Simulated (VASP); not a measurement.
Set up this calculation in VASP 6.6.1, as the native input.

| Item | Value |
| --- | --- |
| Task | band structure |
| Functional | revPBE |
| Potentials or basis | VASP PAW PBE potentials, release 64 (Pb_d) |
| Cutoff | 520 eV |
| k mesh | 9 × 9 × 9 |
| Occupations | fermi-dirac, width 0.05 eV |
| Spin | no spin polarisation |
| Further INCAR settings | ALGO = Normal; EDIFF = 1e-07 |

The system is Pb.

```
CELL_PARAMETERS angstrom
0.00000 2.47502 2.47502
2.47502 0.00000 2.47502
2.47502 2.47502 0.00000
ATOMIC_POSITIONS crystal
Pb 0.00000 0.00000 0.00000
```

The input as run:

POSCAR

```
Pb
1.0
    0.0000000000      2.4750200000      2.4750200000
    2.4750200000      0.0000000000      2.4750200000
    2.4750200000      2.4750200000      0.0000000000
Pb
1
Direct
    0.0000000000      0.0000000000      0.0000000000
```

INCAR.step1

```
SYSTEM = Pb
PREC = Accurate ; ENCUT = 520
EDIFF = 1E-7 ; ISMEAR = -1
SIGMA = 0.05 ; LREAL = .FALSE.
LASPH = .TRUE. ; NELM = 100
ALGO = Normal ; ISIF = 2
LWAVE = .FALSE. ; LCHARG = .TRUE.
GGA = RE
```

KPOINTS.step1

```
Automatic mesh
0
G
  9 9 9
  0 0 0
```

INCAR.step2

```
SYSTEM = Pb
PREC = Accurate ; ENCUT = 520
EDIFF = 1E-7 ; ISMEAR = 0
SIGMA = 0.05 ; LREAL = .FALSE.
LASPH = .TRUE. ; NELM = 100
ALGO = Normal ; ISIF = 2
LWAVE = .FALSE. ; LCHARG = .FALSE.
GGA = RE ; ICHARG = 11
```

KPOINTS.step2

```
path GXWKGLUWLK,UX
10
line-mode
reciprocal
 0.0000000000  0.0000000000  0.0000000000  G
 0.5000000000  0.0000000000  0.5000000000  X

 0.5000000000  0.0000000000  0.5000000000  X
 0.5000000000  0.2500000000  0.7500000000  W

 0.5000000000  0.2500000000  0.7500000000  W
 0.3750000000  0.3750000000  0.7500000000  K

 0.3750000000  0.3750000000  0.7500000000  K
 0.0000000000  0.0000000000  0.0000000000  G

 0.0000000000  0.0000000000  0.0000000000  G
 0.5000000000  0.5000000000  0.5000000000  L

 0.5000000000  0.5000000000  0.5000000000  L
 0.6250000000  0.2500000000  0.6250000000  U

 0.6250000000  0.2500000000  0.6250000000  U
 0.5000000000  0.2500000000  0.7500000000  W

 0.5000000000  0.2500000000  0.7500000000  W
 0.5000000000  0.5000000000  0.5000000000  L

 0.5000000000  0.5000000000  0.5000000000  L
 0.3750000000  0.3750000000  0.7500000000  K

 0.6250000000  0.2500000000  0.6250000000  U
 0.5000000000  0.0000000000  0.5000000000  X
```

Potentials or basis: VASP PAW PBE potentials, release 64 (Pb_d).

The run is started by

```sh
$ cat potpaw_PBE.64/Pb_d/POTCAR > POTCAR
$ cp INCAR.step1 INCAR
$ cp KPOINTS.step1 KPOINTS
$ mpirun -np 1 vasp_std > vasp.out
$ cp INCAR.step2 INCAR
$ cp KPOINTS.step2 KPOINTS
$ mpirun -np 1 vasp_std > vasp.out
```

It gave:

```yaml
Band_gap_along_the_path: none (metal or under the smearing width)
```

Caveat: the log is that of the step along the path at fixed density, whose energy, stress, charges and moments have no meaning; spin-orbit coupling is left out, which moves the levels of the heavy elements.

Run time: 25 s on 1 thread of Intel(R) Xeon(R) Platinum 8259CL CPU @ 2.50GHz (Skylake/Cascade Lake), on a shared host, peak memory 0.17 GiB.
